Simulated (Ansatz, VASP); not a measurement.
## One calculation of SiC, two programs

Contents of INCAR:

```
PREC = Accurate
ENCUT = 520
EDIFF = 1E-6
ISMEAR = 0
SIGMA = 0.05
LREAL = F
LASPH = T
NELM = 60
ALGO = Normal
ISIF = 2
LWAVE = F
LCHARG = F
GGA = PS
NBANDS = 26
```

KPOINTS

```
Automatic mesh
0
Gamma
  12 12 4
```

POSCAR

```
SiC
1.0
    2.8626000000      0.0000000000      0.0000000000
   -1.4313000000      2.4790843209      0.0000000000
    0.0000000000      0.0000000000      9.2697000000
Si C
4 4
Direct
    0.6666666667      0.3333333333      0.9378278494
    0.3333333333      0.6666666667      0.4378278494
    0.0000000000      0.0000000000      0.6878973398
    0.0000000000      0.0000000000      0.1878973398
    0.6666666667      0.3333333333      0.7498191768
    0.3333333333      0.6666666667      0.2498191768
    0.0000000000      0.0000000000      0.5004546340
    0.0000000000      0.0000000000      0.0004546340
```

Input for Ansatz:

```yaml
crystal:
  lattice:
    - [2.8626, 0.0, 0.0]
    - [-1.4313, 2.4790843209, 0.0]
    - [0.0, 0.0, 9.2697]
  atoms:
    - { symbol: Si, position: [0.6666666667, 0.3333333333, 0.9378278494] }
    - { symbol: Si, position: [0.3333333333, 0.6666666667, 0.4378278494] }
    - { symbol: Si, position: [0.0, 0.0, 0.6878973398] }
    - { symbol: Si, position: [0.0, 0.0, 0.1878973398] }
    - { symbol: C, position: [0.6666666667, 0.3333333333, 0.7498191768] }
    - { symbol: C, position: [0.3333333333, 0.6666666667, 0.2498191768] }
    - { symbol: C, position: [0.0, 0.0, 0.500454634] }
    - { symbol: C, position: [0.0, 0.0, 0.000454634] }
basis:
  ecutwfc: 520.0
kpoints:
  mp_grid: { grid: [12, 12, 4] }
hamiltonian:
  xc: pbesol
  pseudopotentials: { kind: paw, azcp: { folder: soft_1 } }
scf:
  occupations: { method: gaussian, width: 0.05 }
output:
  forces: true
  stress: true
  eigenvalues: true
```

Alike in both runs: task single point; functional PBEsol; k mesh 12 × 12 × 4; occupations gaussian, width 0.05 eV; no spin polarisation.

|  | VASP | Ansatz |
| --- | --- | --- |
| version | VASP 6.6.1 | Ansatz 0.2.0 |
| potentials or method | VASP PAW PBE potentials, release 64 (Si, C) | scalar-relativistic, plane waves, PAW |
| plane-wave cutoff (eV) | 520 | 520 |
| valence electrons in the cell | 32 | 32 |

Ansatz gave:

| Quantity | Value |
| --- | --- |
| gap on the k mesh at the Fermi level (eV) | 2.15 |
| least direct gap on the mesh (eV) | 3.31 |
| rms of the force components (eV/Å) | 0.178 |

**Question.** Estimate VASP's values.

**Answer.** gap on the k mesh at the Fermi level (eV): 2.14; least direct gap on the mesh (eV): 3.29; rms of the force components (eV/Å): 0.178.

Atom by atom the forces differ by 0.001 eV/Å (rms over components). The functional is the same, so the differences come from potentials, cutoffs and numerics. Ansatz warned: «pseudo_functional_mismatch».

Caveats: the PAW data sets were made with another functional, which shifts forces and pressure a little (VASP). A hybrid or GW would open this gap; PBEsol tends to underestimate it. A k mesh can miss the band edges.
